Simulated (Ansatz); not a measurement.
Runs of Ansatz 0.2.0 on BaTiO3. The typed cell holds 10 atoms: a = 5.655 Å, b = 5.655 Å, c = 5.670 Å, α = 60.09°, β = 60.09°, γ = 60.00°. 

| task | level | U | cell | cutoff (eV) | hubbard projectors | double counting | gap on the mesh (eV) | pressure (GPa) | relaxed volume (Å³/atom) | largest force (eV/Å) |
| --- | --- | --- | --- | --- | --- | --- | --- | --- | --- | --- |
| single point | PBE | - | as given | 300 | - | - | 0.35 | 65.1 | - | 20.38 |
| relaxation of cell and atoms | PBEsol+U | Ti d U = 5 eV | relaxed | 420 | ortho-atomic (the default) | fll (the default) | 2.39 | 0.0 | (a) | - |
| relaxation of cell and atoms | r2SCAN+D3(BJ) | - | relaxed | 500 | - | - | 2.77 | 0.0 | (b) | 0.01 |
| relaxation of cell and atoms | PBE+D3(BJ) | - | relaxed | 420 | - | - | 2.44 | 0.0 | 12.98 | - |

Alike in all rows: potentials or basis Ansatz PAW; no spin polarisation; k mesh 6 × 6 × 6; smearing fermi-dirac 0.05 eV.

Problem. Estimate the missing entries.

Solution. (a) 12.64; (b) 12.85.

Caveats: spin-orbit coupling is left out, which moves the levels of the heavy elements; the plane-wave basis is chosen anew once the cell has moved, so the energies of steps on either side of that aren't comparable (some runs); the PAW data sets come from PBE, with cores solved anew for the run's functional, which leaves a small shift of forces and pressure (some runs); a pressure of tens of GPa on the cell as given is suspect, and the run, the potentials or the cell itself is likely at fault (some runs); the pressure holds a Pulay correction of +23.5 GPa for the finite cutoff (some runs); forces of over 1 eV/Å show positions far from the minimum, so gaps and moduli don't describe the material at rest (some runs); the cutoff lies under the one recommended for these potentials (some runs).

A k mesh can miss the band edges, and the runs leave out spin-orbit coupling on Ba.
